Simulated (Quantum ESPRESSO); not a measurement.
Runs of Quantum ESPRESSO 7.5 on WS2. It takes space group R3m (No. 160, trigonal). Conventional cell: a = 3.158 Å, b = 3.158 Å, c = 18.490 Å, α = 90.00°, β = 90.00°, γ = 120.00°. W (site symmetry 3m) has 6 S at 2.39 to 2.42 Å as nearest neighbours. Around S (site symmetry 3m) lie 3 W at 2.42 Å. Around S (site symmetry 3m) lie 3 W at 2.39 Å. Measurements of this composition are mostly on another form, of space group No. 194.

| task | level | potentials or basis | cell | form of the LDA correlation | gap on the mesh (eV) | pressure (GPa) | largest force (eV/Å) |
| --- | --- | --- | --- | --- | --- | --- | --- |
| band structure | PBEsol | GBRV 1.5 PBEsol | as given | - | 1.02 | -0.4 | 0.60 |
| single point | PBEsol | GBRV 1.5 PBEsol | as given | - | 1.02 | -0.4 | 0.60 |
| band structure | LDA | GBRV 1.5 LDA | as given | PZ81 | 0.99 | -3.3 | (a) |
| single point | PBEsol | GBRV 1.5 PBEsol | atoms moved at random, drawn with an rms of 0.05 Å | - | 0.93 | -3.4 | 1.66 |

Alike in all rows: no spin polarisation; k mesh 10 × 10 × 10; cutoff (eV) 762; smearing fermi-dirac 0.05 eV.

Q: Estimate the missing entries.

A: (a) 0.59.

Caveats: spin-orbit coupling is left out, which moves the levels of the heavy elements.

A k mesh can miss the band edges, and the runs leave out spin-orbit coupling on W.
